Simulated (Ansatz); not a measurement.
NaBr (rock salt, Fm-3m), a = b = c = 5.9268 Å, α = β = γ = 90.00°; the cell used has 2 atoms.

Relaxed with PBEsol.

Task: Decompose the optical modes at the zone centre into irreducible representations, and say which are infrared and Raman allowed.

Result: Point group m-3m: Γ_opt = T1u. Infrared: T1u. Raman: none.

Task: Assign frequencies (DFPT, PBEsol (plane waves, PAW; program Ansatz); without the LO–TO term).

Result: T1u 136 cm⁻¹.

The PBEsol relaxation kept the symmetry of its start; of distortions, only those at the zone centre were tested.

Potentials: the later of the program's two PAW sets.
